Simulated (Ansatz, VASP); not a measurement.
**One calculation of HfO2, two programs**

```
Hf O
1.0
     5.09593    0.00000   -0.01279
     0.00000    5.17677    0.00000
    -0.86799    0.00000    5.19921
Hf O
4 8
Direct
  0.27715 0.04298 0.20817
  0.72285 0.54298 0.29183
  0.72285 0.95702 0.79183
  0.27715 0.45702 0.70817
  0.44716 0.75817 0.47997
  0.55284 0.25817 0.02003
  0.55284 0.24183 0.52003
  0.44716 0.74183 0.97997
  0.07115 0.33720 0.34100
  0.92885 0.83720 0.15900
  0.92885 0.66280 0.65900
  0.07115 0.16280 0.84100
```

Alike in both runs: functional PBEsol; k mesh 6 × 6 × 6; occupations gaussian, width 0.02 eV; no spin polarisation.

Ansatz relaxed the structure, and its values are those at the end. VASP's run is a single point on that final structure, the one shown.

```csv
,VASP,Ansatz
version,VASP 6.6.1,Ansatz 0.2.0
potentials or method,"VASP PAW PBE potentials, release 64 (Hf_pv, O)","scalar-relativistic, plane waves, PAW"
plane-wave cutoff (eV),520,420
valence electrons in the cell,88,152
```

Ansatz gave:

```
gap on the k mesh at the Fermi level (eV) : 3.97
least direct gap on the mesh (eV)         : 4.06
pressure (GPa)                            : 0.0
rms of the force components (eV/Å)        : 0.001
```

What did VASP give for the same quantities?

gap on the k mesh at the Fermi level (eV): 3.93; least direct gap on the mesh (eV): 4.03; pressure (GPa): -3.0; rms of the force components (eV/Å): 0.032.

The two sets of potentials don't hold the same shells in valence.

Caveats: the PAW data sets were made with another functional, which shifts forces and pressure a little (VASP); spin-orbit coupling is left out, which moves the levels of the heavy elements. A k mesh can miss the band edges. Expect the measured gap to be larger: semilocal functionals such as PBEsol lack the derivative discontinuity.
